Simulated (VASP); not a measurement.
Write the native input for VASP 6.6.1 that does the following.

* Task: work function
* Functional: PBEsol
* Potentials or basis: VASP PAW PBE potentials, release 64 (Re)
* Cutoff: 520 eV
* k mesh: 12 × 8 × 1
* Occupations: methfessel-paxton, width 0.1 eV
* Spin: no spin polarisation
* Vacuum (Å): 5
* Dipole correction: yes
* Further INCAR settings: ALGO = Normal; EDIFF = 1e-06

The structure of Re lies in POSCAR:

```
Re
1.0
    2.7600000000      0.0000000000      0.0000000000
    0.0000000000      4.4574000000      0.0000000000
    0.0000000000      0.0000000000     17.7478939448
Re
12
Direct
    0.0000000000      0.0000000000      0.1408617838
    0.5000000000      0.0000000000      0.2755386150
    0.5000000000      0.5000000000      0.1857540609
    0.0000000000      0.0000000000      0.4102154460
    0.0000000000      0.5000000000      0.3204308919
    0.5000000000      0.0000000000      0.5448922769
    0.5000000000      0.5000000000      0.4551077231
    0.0000000000      0.0000000000      0.6795691081
    0.0000000000      0.5000000000      0.5897845540
    0.5000000000      0.0000000000      0.8142459391
    0.5000000000      0.5000000000      0.7244613850
    0.0000000000      0.5000000000      0.8591382162
```

The cell was built by a generator and needn't be a form met in nature.

One way to write it, as run:

INCAR

```
SYSTEM = Re
PREC = Accurate
ENCUT = 520
EDIFF = 1E-6
ISMEAR = 1
SIGMA = 0.1
LREAL = .FALSE.
LASPH = .TRUE.
NELM = 100
ALGO = Normal
ISIF = 2
LWAVE = .FALSE.
LCHARG = .FALSE.
LDIPOL = .TRUE.
IDIPOL = 3
DIPOL = 0.5 0.5 0.500
GGA = PS
LVHAR = .TRUE.
LVACPOTAV = .TRUE.
```

KPOINTS

```
regular mesh
0
G
  12 8 1
  0 0 0
```

Potentials or basis: VASP PAW PBE potentials, release 64 (Re).

Run with:

```bash
$ cat potpaw_PBE.64/Re/POTCAR > POTCAR
$ mpirun -np 1 vasp_std > vasp.out
```

It gave:

The largest force is 1.502 eV/Å. The band gap on the k mesh is none (metal or under the smearing width).

Caveat: the PAW data sets were made with another functional, which shifts forces and pressure a little.

Run time: 16 min on 1 thread of Intel(R) Xeon(R) 6975P-C (Granite Rapids), with other jobs on the host, peak memory 0.48 GiB.
